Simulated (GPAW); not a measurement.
The system is ZnS (Wurtzite-2H).

```
Zn S
1.0
     3.81100    0.00000    0.00000
    -1.90550    3.30042    0.00000
     0.00000    0.00000    6.23400
Zn S
2 2
Cartesian
  1.9055 1.1001 3.1170
  0.0000 2.2003 0.0000
  1.9055 1.1001 5.5171
  0.0000 2.2003 2.4001
```

```yaml
Program: GPAW 26.7.0
Task: relaxation of cell and atoms
Functional: TPSS
Dispersion: D3(BJ)
Potentials_or_basis: GPAW PAW data sets (gpaw-data 1.2.1)
Cutoff: 600 eV
Basis: pw
k_mesh: 6 × 6 × 3
Occupations: fermi-dirac, width 0.05 eV
Spin: no spin polarisation
```

At the start: pressure -1.5 GPa; volume 19.60 Å³/atom.

**Question.** Where does the relaxation end?

**Answer.** Over 8 steps the energy falls by 7.6 meV/atom and the volume is 19.20 Å³/atom (-2.1 %); space group P6_3mc (No. 186, to 0.05 Å).

Step by step:
```tsv
step	energy change (eV)	largest force (eV/Å)	pressure (GPa)	volume (Å³)
1	0.0000	0.3311	-1.46	78.41
2	-0.0078	0.2843	-1.37	78.26
3	-0.0268	0.0931	-0.47	77.24
4	-0.0282	0.0038	-0.61	77.36
5	-0.0285	0.0016	-0.53	77.28
6	-0.0297	0.0163	0.14	76.63
7	-0.0298	0.0131	0.12	76.65
8	-0.0302	0.0069	-0.03	76.78
```

Final structure:
```yaml
crystal:
  lattice:
    - [3.78232, 0.00000, 0.00000]
    - [-1.89116, 3.27559, 0.00000]
    - [0.00000, 0.00000, 6.19738]
  atoms:
    - { symbol: Zn, position: [0.66667, 0.33333, 0.50540] }
    - { symbol: Zn, position: [0.33333, 0.66667, 0.00536] }
    - { symbol: S, position: [0.66667, 0.33333, 0.87958] }
    - { symbol: S, position: [0.33333, 0.66667, 0.37966] }
```

Caveat: later steps reuse the first step's grids; the PAW data sets were made with another functional, which shifts forces and pressure a little.
